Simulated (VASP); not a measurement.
Here is a VASP 6.6.1 calculation.

The input INCAR:

```
SYSTEM = Si
PREC = Accurate
ENCUT = 520
EDIFF = 1E-6
ISMEAR = 0
SIGMA = 0.05
LREAL = .FALSE.
LASPH = .TRUE.
NELM = 60
ALGO = Normal
ISIF = 2
LWAVE = .FALSE.
LCHARG = .TRUE.
GGA = CA
LELF = .TRUE.
LVHAR = .TRUE.
NBANDS = 11
```

The input KPOINTS:

```
regular mesh
0
G
  10 10 10
  0 0 0
```

The input POSCAR:

```
Si
1.0
    0.0000000000      2.7154700000      2.7154700000
    2.7154700000      0.0000000000      2.7154700000
    2.7154700000      2.7154700000      0.0000000000
Si
2
Direct
    0.5000000000      0.5000000000      0.5000000000
    0.7500000000      0.7500000000      0.7500000000
```

Potentials or basis: VASP PAW LDA potentials, release 64 (Si).

Run with:

```bash
$ cat potpaw_LDA.64/Si/POTCAR > POTCAR
$ mpirun -np 1 vasp_std > vasp.out
```

(1) Predict the pressure.

(2) What does it give for the band gap on the k mesh?

Answers

(1) -1.5 GPa.

(2) 0.48 eV, indirect (least direct gap 2.52 eV).
